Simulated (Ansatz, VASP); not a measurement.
**Co (linear Co chain) in two plane-wave programs**

One calculation is typed for both programs; each brings its own data sets. How far apart do they land? The structure shown is the end of the Ansatz relaxation below.

Program: Ansatz 0.2.0. Level of theory: plane waves, with VASP 6.6.1 beside it; single point at PBE. Results are calculated unless marked as measured.

## Step 1: Starting point

The cell holds 1 atom: 1 Co. Its edges and angles: a = 7.500 Å, b = 7.500 Å, c = 2.224 Å, α = 90.0°, β = 90.0°, γ = 90.0°. Vacuum lies along a and b. The structure's axis is c.

## Step 2: Ansatz: relaxation, PBE

Ansatz runs on its default PAW (the set named soft_2) files.

This run makes the geometry at which the two programs are then compared.

input.yaml

```yaml
crystal:
  lattice:
    - [7.5, 0.0, 0.0]
    - [0.0, 7.5, 0.0]
    - [0.0, 0.0, 2.3436]
  atoms:
    - { symbol: Co, position: [0.5, 0.5, 0.0], spin: 2.0 }
magnetization:
  spin_polarized: true
kpoints:
  mp_grid: { grid: [1, 1, 35] }
scf:
  occupations: { method: fermi_dirac, width: 0.05 }
hamiltonian:
  xc: pbe
relax:
  cell: { fix: [a, b, alpha, beta, gamma] }
  max_steps: 60
```

Command:

```sh
$ ansatz run input.yaml --threads 4 --pin off --max-ram 8192MiB --backend cpu --events-out ev --progress --plain --runs-dir out
```

Numbers of over 12 decimals in the logs are rounded to 6 here.

What it wrote:

```text
Engine: ansatz 0.2.0, aarch64-unknown-linux-gnu
Pseudopotentials: kind: paw
Pseudopotential: Co, paw, valence charge 17, recommended cutoff 420 eV (normal), Co.paw.azcp
Functional definition: PBE
  parameter kappa = 0.804
  parameter beta = 0.066725
  exchange = pbe_x(kappa = kappa, mu = beta*pi^2/3)
  correlation = pbe_c(beta = beta)
Crystal: 1 atoms, lattice volume = 131.827 Å³
Basis set: ecut = 420 eV, 2551 PW (Γ), exchange–correlation on 108×108×32 points (8 copies of the dense FFT grid, shifted against one another)
Bands: 14, of which v1, the nominal top of the filled ones, is band 9 counted from 1 (8 counted from 0)
Symmetry: 16 space group operations
Space group: P4/mmm (ITA 123), of the structure as read, at distance tolerance 5.1e-5 Å
Magnetic group: BNS 123.339 (UNI 999), of the structure as read, at distance tolerance 5.1e-5 Å
k-points: 18 of 35
Non-local potential: Co, projectors of the file, l = 0: 3, l = 1: 2, l = 2: 3, l = 3: 1
PAW form: soft (Blöchl's): semilocal exchange-correlation on the pseudo side does not see the compensation charge
PAW one-centre angular grid: Co, 590 points (default); XC on 64 Gauss nodes
Initial density: superposition of atomic densities (neutral atoms: chi_scale 0, normalization atom)
Starting moments: Σ|m| = 2 μB on 1 of 1 site
Initial wavefunctions: pseudopotential atomic-orbital guess
Functional: x = pbe(κ = 0.804, μ = 0.219515), c = pbe(β = 0.066725)
SCF iter   1: F=—  HF=-5121.957083 eV  |F-HF|=—  |Δ(HF+E_count)|=         —  Δρ=3.24e-2 (↑3.24e-2 ↓8.72e-3)  dr2=1.32e0  dr2_m=3.87e-1  M=2.321 μB ∫|m|=2.327 μB  β_m=0.30  ethr=3.10e-3  ⟨swp⟩=5.2  Hψ=2929  notcnv=0
Mixer restart at iter 1: flushing history
preconditioner: auto → LDOS  [metal: Δε(μ)=0.033 eV  Ē_g=6.197 eV  σ=0.050 eV  W_gap=0.16  n_scr=20 (ndim 8)  ℏωp=9.7 eV  f_vac=0.695  D(μ)=4.23/eV (n_scr^D=24)]
spin=Collinear: LDOS preconditioning applied to the charge; magnetization (m = ρ↑ − ρ↓) channel mixes plain (no charge-response kernel on spin).
SCF iter   2: F=—  HF=-5122.360995 eV  |F-HF|=—  |Δ(HF+E_count)|=   4.04e-1  Δρ=1.81e-2 (↑1.81e-2 ↓9.92e-3)  dr2=3.67e-1  dr2_m=2.10e-1  M=2.332 μB ∫|m|=2.344 μB  β_m=0.52  ethr=3.10e-3  ⟨swp⟩=2.4  Hψ=1142  notcnv=0  defer=7
SCF iter   3: F=—  HF=-5122.819580 eV  |F-HF|=—  |Δ(HF+E_count)|=   4.59e-1  Δρ=3.49e-3 (↑3.49e-3 ↓2.59e-3)  dr2=1.77e-2  dr2_m=8.53e-3  M=2.313 μB ∫|m|=2.341 μB  β_m=0.60  ethr=2.16e-3  ⟨swp⟩=3.0  Hψ=941  notcnv=0  defer=7
SCF iter   4: F=—  HF=-5123.197334 eV  |F-HF|=—  |Δ(HF+E_count)|=         —  Δρ=2.05e-2 (↑1.70e-3 ↓2.05e-2)  dr2=8.03e-2  dr2_m=1.29e-1  M=2.313 μB ∫|m|=2.337 μB  β_m=1.00  ethr=1.04e-4  ⟨swp⟩=2.5  Hψ=1084  notcnv=0  defer=7
Mixer restart at iter 4: flushing history
SCF iter   5: F=—  HF=-5122.993379 eV  |F-HF|=—  |Δ(HF+E_count)|=   2.04e-1  Δρ=1.18e-3 (↑8.79e-4 ↓1.18e-3)  dr2=4.09e-4  dr2_m=1.15e-3  M=2.308 μB ∫|m|=2.330 μB  β_m=0.60  ethr=2.94e-4  ⟨swp⟩=2.5  Hψ=1029  notcnv=0  defer=7
SCF iter   6: F=—  HF=-5122.994340 eV  |F-HF|=—  |Δ(HF+E_count)|=   9.61e-4  Δρ=6.57e-4 (↑6.57e-4 ↓4.28e-4)  dr2=1.35e-4  dr2_m=3.03e-4  M=2.309 μB ∫|m|=2.330 μB  β_m=0.80  ethr=2.41e-6  ⟨swp⟩=2.1  Hψ=1229  notcnv=0  defer=8
SCF iter   7: F=—  HF=-5122.994691 eV  |F-HF|=—  |Δ(HF+E_count)|=   3.51e-4  Δρ=4.65e-4 (↑2.32e-4 ↓4.65e-4)  dr2=3.06e-4  dr2_m=1.91e-5  M=2.308 μB ∫|m|=2.328 μB  β_m=0.66  ethr=7.93e-7  ⟨swp⟩=2.0  Hψ=982  notcnv=0  defer=8
SCF iter   8: F=—  HF=-5122.994620 eV  |F-HF|=—  |Δ(HF+E_count)|=   7.15e-5  Δρ=3.64e-5 (↑3.64e-5 ↓3.24e-5)  dr2=8.31e-7  dr2_m=9.31e-7  M=2.308 μB ∫|m|=2.329 μB  β_m=0.83  ethr=7.93e-7  ⟨swp⟩=2.4  Hψ=940  notcnv=0  defer=8
SCF iter   9: F=—  HF=-5122.994622 eV  |F-HF|=—  |Δ(HF+E_count)|=   1.88e-6  Δρ=3.75e-6 (↑3.61e-6 ↓3.75e-6)  dr2=1.46e-8  dr2_m=6.66e-9  M=2.309 μB ∫|m|=2.329 μB  β_m=0.79  ethr=4.89e-9  ⟨swp⟩=2.0  Hψ=925  notcnv=0  defer=8
SCF iter  10: F=-5122.994622 eV  HF=-5122.994622 eV  |F-HF|=3.35e-9  |Δ(HF+E_count)|=   2.28e-8  Δρ=2.79e-6 (↑9.44e-7 ↓2.79e-6)  dr2=5.69e-9  dr2_m=2.13e-9  M=2.309 μB ∫|m|=2.329 μB  ethr=8.59e-11  ⟨swp⟩=1.9  Hψ=1578  notcnv=0
SCF 1 converged in 10 iterations: F = -5122.994622 eV  dr2 = 5.69e-9
  greatest PAW one-centre occupation: 1.003 electrons in one spin orbital (limit 2), on the Co atom at site 0 (counted from 0), in its partial waves of l = 1
relax step   1: F+E_penalty+E_count = -5122.99462154 eV  Δ(F+E_penalty+E_count) = +0.000e0 eV  max|allowed force component| = 0.000e0 eV/Å  Δτ_max = 0.0000 Å  P = -0.761 GPa  Ω = 131.827 Å³  fix = [a, b, alpha, beta, gamma]  reactions: a -0.154, b -0.154 GPa  (10 SCF iters, dr2 threshold 1.00e-7 eV, accepted)
[...]
relax step   4: F+E_penalty+E_count = -5123.03987045 eV  Δ(F+E_penalty+E_count) = -1.239e-3 eV  max|allowed force component| = 0.000e0 eV/Å  Δτ_max = 0.0000 Å  P = -0.124 GPa  Ω = 125.267 Å³  energy of the carried Pulay correction = +6.605e-4 eV  fix = [a, b, alpha, beta, gamma]  reactions: a -0.153, b -0.153 GPa  (9 SCF iters, dr2 threshold 1.00e-7 eV, accepted)
[...]
relax step   5: F+E_penalty+E_count = -5123.03992483 eV  Δ(F+E_penalty+E_count) = -5.438e-5 eV  max|allowed force component| = 0.000e0 eV/Å  Δτ_max = 0.0000 Å  P = -0.103 GPa  Ω = 125.095 Å³  energy of the carried Pulay correction = +6.782e-4 eV  fix = [a, b, alpha, beta, gamma]  reactions: a -0.153, b -0.153 GPa  (8 SCF iters, dr2 threshold 1.07e-8 eV, accepted)
[...]
relax step   6: F+E_penalty+E_count = -5123.03927201 eV  Δ(F+E_penalty+E_count) = +6.528e-4 eV  max|allowed force component| = 0.000e0 eV/Å  Δτ_max = 0.0000 Å  P = -0.103 GPa  Ω = 125.095 Å³  fix = [a, b, alpha, beta, gamma]  reactions: a -0.153, b -0.153 GPa  stress off target by 3.32e-3 GPa on what of the cell is left free  SCF on the basis re-selected at this cell (its energy is not comparable with the rows above)  (9 SCF iters)
basis re-selected at this cell: Δ(F+E_penalty+E_count) = +6.528e-4 eV, ΔP = +0.000 GPa vs the last step (what re-selecting the basis moved, of the pressure what is left beyond the Pulay correction that the steps carried, after the strain that the cell walked since its last selection, with what the two solves' SCF thresholds leave and, on support functions, any second-order correction that the steps lacked; it is no measure of the basis error at this ecutwfc). The dense FFT grid was sized anew with the basis: this SCF ran on 54×54×15 points, the steps before it on 54×54×16, so part of this shift can come from that change (see relax.cell in the input reference). [rest of the remark cut]
SCF converged after 9 iterations
Magnetization: 2.2457 μB (9.6228 up, 7.3772 down)
Absolute magnetization: 2.2694 μB (∫|ρ↑−ρ↓|, with the PAW one-centre terms)
Spin contamination: 0.0126 ħ² per cell (⟨S²⟩ above its minimum at these occupations)
Per-site moments (μB) at R_I (Å): [(2.062752, 0.917367)]
Free energy (F): -5123.039272 eV
Harris-Foulkes:  -5123.039272 eV  (|F-HF|=2.73e-12)
Internal energy: -5123.029349 eV  (E = F + TS)
E sigma→0 (E₀):  -5123.034311 eV
Entropy (-TS):   -0.009923 eV (-9.923 meV/atom)
Fermi energy:    -2.358062 eV
--- Per-component energies (eV) ---
  E_band       = -593.996405
  E_kinetic    = 450.531634
  E_local      = -7124.904633  (includes V_loc(G=0)·N_el)
  E_nonlocal   = 464.940795
  E_hartree    = 3158.656277
  E_xc         = -154.341065
  E_vxc        = -198.677172  (∫ρ·V_xc dr)
  E_paw        = -1523.393280  (= ΣΔE_a)
  E_vpaw       = -503.199484  (= ΣTr[D̂ρ^β])
  E_aug_tail   = 0.000082  (compensation charges beyond the density's cutoff)
  E_ewald      = -394.519160
  E_smearing   = -0.009923  (= −TS)
  E_closure    = -0.000000  (closes the sum)
  Σ components = -5123.039272   (vs F -5123.039272, Δ=0.00e0)
--- Forces (eV/Å), atoms counted from 1 ---
  atom   1  Co     0.00000000     0.00000000     0.00000000
  max |Σ_I F_I| component: 4.04e-28 eV/Å
--- Stress (GPa, compression-positive) ---
       -0.152681       0.000000       0.000000
        0.000000      -0.152681       0.000000
        0.000000       0.000000      -0.003323
  P = ⅓ Tr σ = -0.1029 GPa (-1.029 kbar)
--- Relaxed structure (5 steps of the walk, 5 accepted, 1 SCFs on fresh bases) ---
  F+E_penalty+E_count = -5123.03927201 eV   max|allowed force component| = 0.000e0 eV/Å   (the final SCF, on the basis selected at the relaxed cell)
  cell:  # Å, volume = 125.0955 Å³
    - [7.5, 0.0, 0.0]
    - [0.0, 7.5, 0.0]
    - [0.0, 0.0, 2.223919]
  atoms:
    - { symbol: Co, position: [0.5, 0.5, 0.0] }
```

The column dr2 measures how far the density is from self-consistency, as an energy; F and HF (Harris–Foulkes) agree once it is small.

## Step 3: VASP: single point, PBE

The same cell, functional, mesh and smearing now go to VASP, with its own data sets.

Lines of VASP's logs that name or quote its potential files are left out, and so is its time.

INCAR

```
SYSTEM = Co
PREC = Accurate
ENCUT = 600
EDIFF = 1E-06
NELM = 200
ISMEAR = -1
SIGMA = 0.05
LREAL = .FALSE.
ALGO = Normal
GGA = PE
NBANDS = 13
ISPIN = 2
MAGMOM = 2.06
LASPH = .TRUE.
LMAXMIX = 4
LORBIT = 11
LWAVE = .FALSE.
LCHARG = .FALSE.
ISIF = 2
GGA_COMPAT = .FALSE.
```

POSCAR

```
Co
1.0
    7.5000000000      0.0000000000      0.0000000000
    0.0000000000      7.5000000000      0.0000000000
    0.0000000000      0.0000000000      2.2239191674
Co
1
Direct
    0.5000000000      0.5000000000      0.0000000000
```

KPOINTS

```
Automatic mesh
0
Gamma
1 1 35
0 0 0
```

Potentials, in the order of the species: Co (PBE family, release 64).

Command:

```sh
$ mpirun -np 1 vasp_std
```

What it wrote:

```text
[banner, memory and clock lines left out]
running    1 mpi-ranks, on    1 nodes
 distrk:  each k-point on    1 cores,    1 groups
 distr:  one band on    1 cores,    1 groups

 POSCAR found type information on POSCAR Co
 POSCAR found :  1 types and       1 ions
 LDA part: xc-table for (Slater+PW92), standard interpolation
 POSCAR, INCAR and KPOINTS ok, starting setup
 FFT: planning ... GRIDC
 FFT: planning ... GRID_SOFT
 FFT: planning ... GRID
 WAVECAR not read
 entering main loop
       N       E                     dE             d eps       ncg     rms          rms(c)
DAV:   1     0.389659427060E+02    0.38966E+02   -0.31218E+03   936   0.533E+02
DAV:   2    -0.294093573444E+01   -0.41907E+02   -0.35943E+02  1031   0.110E+02
DAV:   3    -0.407510895933E+01   -0.11342E+01   -0.11309E+01  1159   0.222E+01
DAV:   4    -0.408759680100E+01   -0.12488E-01   -0.12486E-01  1261   0.281E+00
DAV:   5    -0.408774770446E+01   -0.15090E-03   -0.15090E-03  1139   0.240E-01    0.673E+00
DAV:   6    -0.400277304014E+01    0.84975E-01   -0.63544E+00  1061   0.283E+01    0.606E+00
DAV:   7    -0.386871551174E+01    0.13406E+00   -0.14586E+00   941   0.129E+01    0.183E+00
DAV:   8    -0.388353006460E+01   -0.14815E-01   -0.21137E-02   966   0.702E-01    0.973E-01
DAV:   9    -0.388540536824E+01   -0.18753E-02   -0.71624E-03   946   0.761E-01    0.276E-01
DAV:  10    -0.388518225742E+01    0.22311E-03   -0.12073E-03   986   0.236E-01    0.648E-02
DAV:  11    -0.388525108162E+01   -0.68824E-04   -0.13741E-04   956   0.782E-02    0.497E-02
DAV:  12    -0.388525420584E+01   -0.31242E-05   -0.48426E-05   956   0.607E-02    0.464E-02
DAV:  13    -0.388533007619E+01   -0.75870E-04   -0.36086E-05   956   0.472E-02    0.535E-02
DAV:  14    -0.388524244449E+01    0.87632E-04   -0.88535E-05   936   0.815E-02    0.491E-02
DAV:  15    -0.388523125742E+01    0.11187E-04   -0.10594E-04   941   0.828E-02    0.313E-02
DAV:  16    -0.388525500053E+01   -0.23743E-04   -0.23575E-04   936   0.912E-02    0.121E-02
DAV:  17    -0.388507048981E+01    0.18451E-03   -0.27821E-04   936   0.122E-01    0.934E-03
DAV:  18    -0.388518656685E+01   -0.11608E-03   -0.12101E-04   941   0.824E-02    0.291E-03
DAV:  19    -0.388515265769E+01    0.33909E-04   -0.42404E-05   936   0.505E-02    0.154E-03
DAV:  20    -0.388514841954E+01    0.42382E-05   -0.65312E-06   941   0.181E-02    0.108E-03
DAV:  21    -0.388514795834E+01    0.46120E-06   -0.51000E-06   956   0.176E-02
   1 F= -.38851480E+01 E0= -.38733092E+01  d E =-.236775E-01  mag=     2.2041
```

Parts of OUTCAR (step 3):

```text
ion  position               nearest neighbor table
   1  0.500  0.500  0.000-

  LATTYP: Found a simple tetragonal cell.
 ALAT       =     7.5000000000
 C/A-ratio  =     0.2965225557

 Subroutine GETGRP returns: Found 16 space group operations
 (whereof 16 operations were pure point group operations)

The static configuration has the point symmetry D_4h.

 Found     18 irreducible k-points:

   k-points           NKPTS =     18   k-points in BZ     NKDIM =     18   number of bands    NBANDS=     13

   dimension x,y,z NGX =    60 NGY =   60 NGZ =   18
   dimension x,y,z NGXF=   120 NGYF=  120 NGZF=   36

   ENCUT  =  600.0 eV  44.10 Ry    6.64 a.u.  14.98 14.98  4.44*2*pi/ulx,y,z

   NELECT =       9.0000    total number of electrons

 k-points in reciprocal lattice and weights: Automatic mesh
   0.00000000  0.00000000  0.00000000       0.029
   0.00000000  0.00000000  0.02857143       0.057
   0.00000000  0.00000000  0.05714286       0.057
   0.00000000  0.00000000  0.08571429       0.057
   0.00000000  0.00000000  0.11428571       0.057
   0.00000000  0.00000000  0.14285714       0.057
   0.00000000  0.00000000  0.17142857       0.057
   0.00000000  0.00000000  0.20000000       0.057
   0.00000000  0.00000000  0.22857143       0.057
[...]
0.00000000  0.00000000  0.45714286       0.057
   0.00000000  0.00000000  0.48571429       0.057

 average (electrostatic) potential at core
       1 -91.6451

 E-fermi :  -3.1939

 spin component 1
 k-point     1 :       0.0000    0.0000    0.0000
  band No.  band energies     occupation
    ...
      2      -5.6195      1.00000
      3      -5.6067      1.00000
      4      -5.3682      1.00000
      5      -4.1473      1.00000
      6      -4.1473      1.00000
      7      -1.1132      0.00000
      8      -1.1132      0.00000
      9       0.8536      0.00000
     10       2.0530      0.00000
     11       3.9639      0.00000
    ...

 k-point     2 :       0.0000    0.0000    0.0286
  band No.  band energies     occupation
    ...
      2      -5.6153      1.00000
      3      -5.6025      1.00000
      4      -5.3530      1.00000
      5      -4.1788      1.00000
      6      -4.1788      1.00000
      7      -1.0710      0.00000
      8      -1.0710      0.00000
      9       0.8774      0.00000
     10       2.0770      0.00000
     11       3.9870      0.00000
    ...

 k-point     3 :       0.0000    0.0000    0.0571
  band No.  band energies     occupation
    ...
      2      -5.6029      1.00000
      3      -5.5902      1.00000
      4      -5.3072      1.00000
      5      -4.2689      1.00000
      6      -4.2689      1.00000
      7      -0.9483      0.00000
      8      -0.9483      0.00000
      9       0.9488      0.00000
     10       2.1489      0.00000
     11       4.0564      0.00000
    ...

 k-point     4 :       0.0000    0.0000    0.0857
  band No.  band energies     occupation
    ...
      2      -5.5827      1.00000
      3      -5.5700      1.00000
      4      -5.2306      1.00000
      5      -4.4059      1.00000
      6      -4.4059      1.00000
      7      -0.7549      0.00000
      8      -0.7549      0.00000
      9       1.0679      0.00000
     10       2.2689      0.00000
     11       4.1723      0.00000
    ...

 k-point     5 :       0.0000    0.0000    0.1143
  band No.  band energies     occupation
    ...
      2      -5.5552      1.00000
      3      -5.5427      1.00000
      4      -5.1225      1.00000
      5      -4.5761      1.00000
      6      -4.5761      1.00000
      7      -0.5018      0.00000
      8      -0.5018      0.00000
      9       1.2348      0.00000
     10       2.4370      0.00000
     11       4.3347      0.00000
    ...

 k-point     6 :       0.0000    0.0000    0.1429
  band No.  band energies     occupation
    ...
      2      -5.5214      1.00000
      3      -5.5090      1.00000
      4      -4.9813      1.00000
      5      -4.7672      1.00000
      6      -4.7672      1.00000
      7      -0.1976      0.00000
      8      -0.1976      0.00000
      9       1.4495      0.00000
     10       2.6533      0.00000
     11       4.5438      0.00000
    ...

  Total       -0.1185600     -0.1185600     -1.1191824      0.0000000      0.0000000      0.0000000
  in kB       -1.5184737     -1.5184737    -14.3340835      0.0000000      0.0000000      0.0000000
  external PRESSURE =      -5.7903436 kB  Pullay stress =       0.0000000 kB

  energy-cutoff  :      600.00
  volume of cell :      125.10
      direct lattice vectors                 reciprocal lattice vectors
     7.500000000  0.000000000  0.000000000     0.133333333  0.000000000  0.000000000
     0.000000000  7.500000000  0.000000000     0.000000000  0.133333333  0.000000000
     0.000000000  0.000000000  2.223919167     0.000000000  0.000000000  0.449656631

 POSITION                                       TOTAL-FORCE (eV/Angst)
 -----------------------------------------------------------------------------------
      3.75000      3.75000      0.00000         0.000000      0.000000      0.000000
 -----------------------------------------------------------------------------------
    total drift:                                0.000000      0.000000     -0.000000

  FREE ENERGIE OF THE ION-ELECTRON SYSTEM (eV)
  ---------------------------------------------------
  free  energy   TOTEN  =        -3.8851479583 eV

  energy  without entropy=       -3.8614704380  energy(sigma->0) =       -3.87330920

 total charge
# of ion       s       p       d       tot
------------------------------------------
    1        0.513   0.136   7.236   7.885

 magnetization (x)
# of ion       s       p       d       tot
------------------------------------------
    1        0.047   0.005   2.089   2.140

[... 6 further parts left out ...]
```

The cell holds one magnetic atom, so no antiferromagnetic order fits into it.

## Step 4: Side by side

Known differences besides the potentials themselves: VASP starts from the moments at which Ansatz ended; the data sets hold 17 valence electrons in Ansatz (on its default PAW (the set named soft_2) files) and 9 in VASP; the cutoff is 420 eV in Ansatz and 600 eV in VASP; Ansatz's pressure holds a Pulay correction, VASP's none; site moments are counted in spheres of each program's own size. Total energies have different zeros and are not compared.

The two programs side by side:

| quantity | Ansatz | VASP | difference |
| --- | --- | --- | --- |
| pressure (GPa) | -0.10 | -0.58 | +0.48 |
| total moment (μB) | 2.25 | 2.20 | +0.04 |
| moment on Co1 (μB) | 2.06 | 2.14 | -0.08 |

## Step 5: Results

```yaml
difference_in_total_moment_single_point_pbe: 0.042 μB
```

**Reading.** The difference in total moment is 0.042 μB (single point, PBE). The data sets hold unlike numbers of valence electrons (17 in Ansatz and 9 in VASP), so part of the differences comes from the potentials. Such differences can come from data sets, numerical settings and the points named under the comparisons, not from the functional's error against experiment.

[Lines on the potential files, build, host, timing and source positions are cut from VASP's logs without a mark.]

[Logs are printed without paths, hosts, clocks, repeated set-up lines and the standing remarks that a program may print on its own settings, such as how far it seeks lower states.]

[Hosts, paths, dates, database ids (printed as entryN), source tags and the programs' standing remarks are cut or masked in the printed files.]
